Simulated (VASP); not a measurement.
# Settings for Al₂Cu: self-consistent run

Al₂Cu, P4/mmm (no. 123), 3 atoms in the cell. PBEsol; PAW potentials Cu, Al (PBE set). VASP 6.6.1.

Wanted: energy within 0.2 meV/atom; Fermi level within 0.005 eV.

What the run is for: comparing ways to start; Accuracy asked: tight.

POSCAR:
```
Al2Cu
1.0
    4.1051820000      0.0000000000      0.0000000000
    0.0000000000      4.1051820000      0.0000000000
    0.0000000000      0.0000000000      2.8913130000
Cu Al
1 2
Direct
    0.0000000000      0.0000000000      0.0000000000
    0.0000000000      0.5000000000      0.5000000000
    0.5000000000      0.0000000000      0.5000000000
```

## How the run starts (with a second run first, the time holds both)

| How the run starts (with a second run first, the time holds both) | Energy less reference (meV/atom) | Fermi level (eV) | Time (s) |
|---|---|---|---|
| from scratch: 15 SCF iterations | 0.00 | 7.0444 | 41 |
| density of a coarse mesh (ICHARG 1): 14 + 9 SCF iterations | 0.00 | 7.0442 | 38 |
| orbitals of a lower cutoff (ISTART 1): 15 + 6 SCF iterations | 0.00 | 7.0443 | 37 |
| orbitals of a loose run: 12 + 5 SCF iterations | 0.00 | 7.0444 | 34 |

Chosen: from scratch: 15 SCF iterations; no other choice that stays within the tolerance saves 30 % of the time.

The chosen settings are those of the reference run.

## The input

INCAR:
```
SYSTEM = Al2Cu
  GGA = PS
  ISMEAR = 1
  SIGMA = 0.1
  LWAVE = .False.
  LCHARG = .False.
  ISIF = 2
  PREC = Accurate
  LASPH = .True.
  LREAL = .False.
  ALGO = Normal
  EDIFF = 1E-6
  NELM = 120
  GGA_COMPAT = .False.
  ENCUT = 400
```

KPOINTS:
```
k-points
0
Gamma
  8 8 11
```

Commands:
```
cat potpaw_PBE.64/Cu/POTCAR potpaw_PBE.64/Al/POTCAR > POTCAR
mpirun -np 1 vasp_std > vasp.out
```

The chosen input took VASP 6.6.1 41 s on 1 core (Intel Xeon Platinum 8259CL @ 2.50GHz (Skylake/Cascade Lake)), a shared host.

## An input that fails: restart asked without its files

VASP's message: ERROR: charge density could not be read from file CHGCAR for ICHARG>10.

Changes against the starting input:
```
- NELM = 120
+ NELM = 60
+ ICHARG = 11
```
